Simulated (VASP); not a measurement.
InSe: relaxation of cell and atoms with LDA

Crystal: InSe.

```xyz
4
Lattice="1.9875 1.1475 8.1448 -1.9875 1.1475 8.1448 0.0000 -2.2950 8.1448" Properties=species:S:1:pos:R:3 pbc="T T T"
In    0.0000    0.0000   24.4227
In    0.0000    0.0000    2.7331
Se    0.0000    0.0000   15.0067
Se    0.0000    0.0000   20.2919
```

| Item | Value |
| --- | --- |
| Program | VASP 6.6.1 |
| Task | relaxation of cell and atoms |
| Functional | LDA |
| Potentials or basis | VASP PAW LDA potentials, release 64 (In_d, Se) |
| Cutoff | 600 eV |
| k mesh | 9 × 9 × 8 |
| Occupations | gaussian, width 0.03 eV |
| Spin | no spin polarisation |
| Further INCAR settings | ALGO = Normal; EDIFF = 1e-07; IBRION = 2; EDIFFG = -0.005; NSW = 90; ISIF = 3 |

| Quantity | Value |
| --- | --- |
| Pressure after relaxing | 0.0 GPa |
| Largest force after relaxing | 0.004 eV/Å |
| Band gap on the k mesh | 0.62 eV, direct |

Forces in eV/Å, atoms in the order of the input:
```
In   0.000  0.000  0.000
In   0.000  0.000 -0.001
Se   0.000  0.000 -0.002
Se   0.000  0.000  0.004
```

Final structure:
```
CELL_PARAMETERS angstrom
1.98750 1.14748 8.14481
-1.98750 1.14748 8.14481
0.00000 -2.29497 8.14481
ATOMIC_POSITIONS crystal
In 0.99952 0.99952 0.99952
In 0.11185 0.11185 0.11185
Se 0.61416 0.61416 0.61416
Se 0.83046 0.83046 0.83046
```

Levels at points of the mesh, in eV from the valence-band top:
```tsv
k point	band 16	band 17	band 18	band 19	band 20	band 21	band 22	band 23
(0.00, 0.00, 0.00)	-1.40	-1.40	-1.24	-1.24	1.76	1.98	4.24	4.24
(0.00, 0.00, 0.50)	-2.59	-2.50	-2.29	-1.74	0.98	1.95	3.61	3.95
```

Wall time 13 min on 2 MPI ranks on Intel(R) Xeon(R) Platinum 8488C (Sapphire Rapids), with other jobs on the host, peak memory 0.88 GiB a rank.

Caveat: the relaxation stopped at its first step, so nothing moved; spin-orbit coupling is left out, which moves the levels of the heavy elements; an odd mesh through Γ misses points on the zone boundary, where band edges often lie.
